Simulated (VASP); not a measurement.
# KBr (Fm-3m) in VASP: a series of runs, part 2 of 2

VASP 6.6.1. Earlier steps stand in the parts before.

### Step 3. Relaxation of cell and atoms, PBE

This run uses another cell than the first one, of 35.94 Å³/atom, 0.998 times its volume.

Input file INCAR:

```
PREC = Accurate
ENCUT = 600
EDIFF = 1E-6
ISMEAR = 0
SIGMA = 0.03
LREAL = F
LASPH = T
NELM = 80
ALGO = Normal
ISIF = 3
LWAVE = F
LCHARG = F
GGA = PE
IBRION = 2
NSW = 90
EDIFFG = -0.01
```

Input file KPOINTS:

```
regular mesh
0
Gamma
  8 8 8
```

Input file POSCAR:

```
KBr
1.0
    0.0000000000      3.3000000000      3.3000000000
    3.3000000000      0.0000000000      3.3000000000
    3.3000000000      3.3000000000      0.0000000000
K Br
1 1
Direct
    0.0000000000      0.0000000000      0.0000000000
    0.5000000000      0.5000000000      0.5000000000
```

Potentials or basis: VASP PAW PBE potentials, release 64 (K_sv, Br).

Started as:

```bash
> cat potpaw_PBE.64/K_sv/POTCAR potpaw_PBE.64/Br/POTCAR > POTCAR
> mpirun -np 1 vasp_std > vasp.out
```

Wall time 45 s (1 thread of AMD EPYC 9R45 (Zen 5), shared host); peak memory 0.23 GiB.

The run converged. Its results:

```
Free energy                            : -6.2235 eV
Relaxed volume                         : 37.64 Å³/atom
Relaxed cell                           : a = 4.740 Å, b = 4.740 Å, c = 4.740 Å, α = 60.00°, β = 60.00°, γ = 60.00°
Space group after relaxing (to 0.05 Å) : Fm-3m (No. 225)
Energy gained by relaxing              : 4.2 meV/atom
Ionic steps                            : 3
Pressure after relaxing                : 0.0 GPa
Band gap on the k mesh                 : 4.31 eV, direct
```

Step by step:
```tsv
step	energy change (eV)	largest force (eV/Å)	pressure (GPa)	volume (Å³)
1	0.0000	0.0000	0.77	71.87
2	-0.0063	0.0000	0.35	73.69
3	-0.0084	0.0000	0.04	75.28
```

Final structure:
```
K Br
1.0
     0.00000    3.35137    3.35137
     3.35137    0.00000    3.35137
     3.35137    3.35137    0.00000
K Br
1 1
Cartesian
  0.0000 0.0000 0.0000
  3.3514 3.3514 3.3514
```

Levels at points of the mesh, in eV from the valence-band top:
| k point | band 4 | band 5 | band 6 | band 7 | band 8 | band 9 | band 10 | band 11 | band 12 |
| --- | --- | --- | --- | --- | --- | --- | --- | --- | --- |
| (0.00, 0.00, 0.00) | -11.36 | -11.36 | 0.00 | 0.00 | 0.00 | 4.31 | 7.59 | 7.59 | 7.59 |
| (0.50, 0.00, 0.00) | -11.36 | -11.13 | -1.09 | -0.30 | -0.30 | 6.49 | 8.06 | 9.63 | 9.63 |
| (0.50, 0.50, 0.00) | -11.39 | -11.39 | -0.77 | -0.27 | -0.27 | 5.91 | 7.03 | 9.25 | 9.29 |

### Step 4. Relaxation of cell and atoms, PBE

This run uses another cell than the first one, of 37.64 Å³/atom, 1.045 times its volume.

INCAR: that of step 3 with these lines changed.

```diff
@@ -2,3 +2,3 @@
 ENCUT = 600
-EDIFF = 1E-6
+EDIFF = 1E-7
 ISMEAR = 0
@@ -15,2 +15,2 @@
 NSW = 90
-EDIFFG = -0.01
+EDIFFG = -0.005
```

KPOINTS is that of step 3.

Input file POSCAR:

```
KBr                                     
1.0
    0.0000000000      3.3513656035      3.3513656035
    3.3513656035      0.0000000000      3.3513656035
    3.3513656035      3.3513656035     -0.0000000000
  K               Br            
     1     1
Direct
     0.0000000000000000    0.0000000000000000    0.0000000000000000
     0.5000000000000000    0.5000000000000000    0.5000000000000000
```

Started as:

```bash
> cat potpaw_PBE.64/K_sv/POTCAR potpaw_PBE.64/Br/POTCAR > POTCAR
> mpirun -np 1 vasp_std > vasp.out
```

Run time: 44 s. Hardware: 1 thread of AMD EPYC 9R45 (Zen 5), shared host; peak memory 0.23 GiB.

Results (log left out):

```yaml
Free_energy: -6.2237 eV
Relaxed_volume: 37.76 Å³/atom
Relaxed_cell: a = 4.744 Å, b = 4.744 Å, c = 4.744 Å, α = 60.00°, β = 60.00°, γ = 60.00°
Space_group_after_relaxing_to_0.05_Å: Fm-3m (No. 225)
Energy_gained_by_relaxing: 0.0 meV/atom
Ionic_steps: 3
Pressure_after_relaxing: 0.0 GPa
Band_gap_on_the_k_mesh: 4.30 eV, direct
```

Final structure:
```xyz
2
Lattice="0.0000 3.3548 3.3548 3.3548 0.0000 3.3548 3.3548 3.3548 0.0000" Properties=species:S:1:pos:R:3 pbc="T T T"
K     0.0000    0.0000    0.0000
Br    3.3548    3.3548    3.3548
```

Levels at points of the mesh, in eV from the valence-band top:
| k point | band 4 | band 5 | band 6 | band 7 | band 8 | band 9 | band 10 | band 11 | band 12 |
| --- | --- | --- | --- | --- | --- | --- | --- | --- | --- |
| (0.00, 0.00, 0.00) | -11.36 | -11.36 | 0.00 | 0.00 | 0.00 | 4.30 | 7.59 | 7.59 | 7.59 |
| (0.50, 0.00, 0.00) | -11.37 | -11.14 | -1.08 | -0.29 | -0.29 | 6.48 | 8.05 | 9.63 | 9.63 |
| (0.50, 0.50, 0.00) | -11.39 | -11.39 | -0.76 | -0.27 | -0.27 | 5.91 | 7.02 | 9.24 | 9.28 |

A k mesh can miss the band edges. Zero-point motion and thermal expansion aren't in these numbers.

### Step 5. Single point, PBE

This run uses another cell than the first one, of 35.94 Å³/atom, 0.998 times its volume.

Input file INCAR:

```
SYSTEM = KBr
ALGO = Normal
EDIFF = 1E-6
ENCUT = 520
GGA = PE
ISIF = 2
ISMEAR = 0
KPAR = 4
LASPH = .TRUE.
LCHARG = .FALSE.
LREAL = .FALSE.
LWAVE = .FALSE.
NELM = 80
PREC = Accurate
SIGMA = 0.03
```

Input file KPOINTS:

```
k-points
0
G
  6 6 6
  0 0 0
```

Input file POSCAR:

```
KBr
1.0
    0.0000000000      3.3000000000      3.3000000000
    3.3000000000      0.0000000000      3.3000000000
    3.3000000000      3.3000000000      0.0000000000
K Br
1 1
Direct
    0.0000000000      0.0000000000      0.0000000000
    0.5000000000      0.5000000000      0.5000000000
```

Potentials or basis: VASP PAW PBE potentials, release 64 (K_sv, Br).

Started as:

```bash
> cat potpaw_PBE.64/K_sv/POTCAR potpaw_PBE.64/Br/POTCAR > POTCAR
> mpirun -np 4 vasp_std > vasp.out
```

OUTCAR:

```text
SYSTEM = KBr
   EDIFF = 1E-6
   ENCUT = 520
   GGA = PE
   ISIF = 2
   ISMEAR = 0
   LASPH = .TRUE.
   LREAL = .FALSE.
   NELM = 80
   PREC = Accurate

 ion  position               nearest neighbor table
   1  0.000  0.000  0.000-   2 3.30   2 3.30   2 3.30   2 3.30   2 3.30   2 3.30
   2  0.500  0.500  0.500-   1 3.30   1 3.30   1 3.30   1 3.30   1 3.30   1 3.30

  LATTYP: Found a face centered cubic cell.
 ALAT       =     6.6000000000

  Lattice vectors:

 A1 = (   0.0000000000,   3.3000000000,   3.3000000000)
 A2 = (   3.3000000000,   0.0000000000,   3.3000000000)
 A3 = (   3.3000000000,   3.3000000000,   0.0000000000)

Analysis of symmetry for initial positions (statically):
=====================================================================
 Subroutine PRICEL returns:
 Original cell was already a primitive cell.

 Routine SETGRP: Setting up the symmetry group for a
 face centered cubic supercell.

 Subroutine GETGRP returns: Found 48 space group operations
 (whereof 48 operations were pure point group operations)
 out of a pool of 48 trial point group operations.

[... 165 lines left out ...]
      3     -12.9991      2.00000
      4     -12.9991      2.00000
      5     -12.9991      2.00000
      6      -1.7407      2.00000
      7      -1.7407      2.00000
      8      -1.7407      2.00000
      9       2.6931      0.00000
     10       5.8635      0.00000
     11       5.8635      0.00000
     12       5.8635      0.00000
[... 211 lines left out ...]
 k-point    16 :      -0.3333    0.5000    0.1667
  band No.  band energies     occupation
      1     -29.5146      2.00000
      2     -14.0097      2.00000
      3     -13.0758      2.00000
      4     -13.0486      2.00000
      5     -12.9338      2.00000
      6      -2.4483      2.00000
      7      -2.2168      2.00000
      8      -2.1891      2.00000
      9       4.8545      0.00000
     10       6.1818      0.00000
     11       6.5553      0.00000
     12       7.5003      0.00000

------------------------ aborting loop because EDIFF is reached ----------------------------------------

  FORCE on cell =-STRESS in cart. coord.  units (eV):
  Direction    XX          YY          ZZ          XY          YZ          ZX
  --------------------------------------------------------------------------------------
  -------------------------------------------------------------------------------------
  Total        0.3404584      0.3404584      0.3404584      0.0000000      0.0000000      0.0000000
  in kB        7.5893191      7.5893191      7.5893191      0.0000000      0.0000000      0.0000000
  external PRESSURE =       7.5893191 kB  Pullay stress =       0.0000000 kB

 VOLUME and BASIS-vectors are now :
 -----------------------------------------------------------------------------
  energy-cutoff  :      520.00
  volume of cell :       71.87
      direct lattice vectors                 reciprocal lattice vectors
     0.000000000  3.300000000  3.300000000    -0.151515152  0.151515152  0.151515152
     3.300000000  0.000000000  3.300000000     0.151515152 -0.151515152  0.151515152
     3.300000000  3.300000000  0.000000000     0.151515152  0.151515152 -0.151515152

 POSITION                                       TOTAL-FORCE (eV/Angst)
 -----------------------------------------------------------------------------------
      0.00000      0.00000      0.00000        -0.000000     -0.000000      0.000000
      3.30000      3.30000      3.30000         0.000000      0.000000     -0.000000
 -----------------------------------------------------------------------------------
    total drift:                                0.000000      0.000000      0.000000

  FREE ENERGIE OF THE ION-ELECTRON SYSTEM (eV)
  ---------------------------------------------------
  free  energy   TOTEN  =        -6.2150809363 eV

  energy  without entropy=       -6.2150809363  energy(sigma->0) =       -6.21508094
```

stdout:

```text
POSCAR found type information on POSCAR K Br
 POSCAR found :  2 types and       2 ions
 scaLAPACK will be used
 LDA part: xc-table for (Slater+PW92), standard interpolation
 POSCAR, INCAR and KPOINTS ok, starting setup
 FFT: planning ... GRIDC
 FFT: planning ... GRID_SOFT
 FFT: planning ... GRID
 WAVECAR not read
 entering main loop
```

Run time: 6.9 s. Hardware: 4 MPI ranks of Intel Xeon Platinum 8488C (Sapphire Rapids), shared host; peak memory 0.2 GiB.

What came out:

```yaml
Free_energy: -6.2151 eV
Pressure: 0.8 GPa
Band_gap_on_the_k_mesh: 4.43 eV, direct
```

A hybrid or GW would open this gap; PBE tends to underestimate it.

### Step 6. Overview

| task | level | cell | k mesh | cutoff (eV) | gap on the mesh (eV) | pressure (GPa) | relaxed volume (Å³/atom) |
| --- | --- | --- | --- | --- | --- | --- | --- |
| relaxation of cell and atoms | r2SCAN | relaxed | 8 × 8 × 8 | 600 | 5.07 | 0.0 | 36.06 |
| relaxation of cell and atoms | PBE | relaxed | 8 × 8 × 8 | 600 | 4.30 | 0.0 | 37.76 |
| single point | PBE | Fm-3m, 35.94 Å³/atom | 6 × 6 × 6 | 520 | 4.43 | 0.8 | - |

Alike in all rows: potentials or basis VASP PAW PBE potentials, release 64 (K_sv, Br); no spin polarisation; smearing gaussian 0.03 eV.

Caveats: the PAW data sets were made with another functional, which shifts forces and pressure a little (some runs).

Total energies depend on the potentials used, so only differences within one code and one set of settings carry meaning.
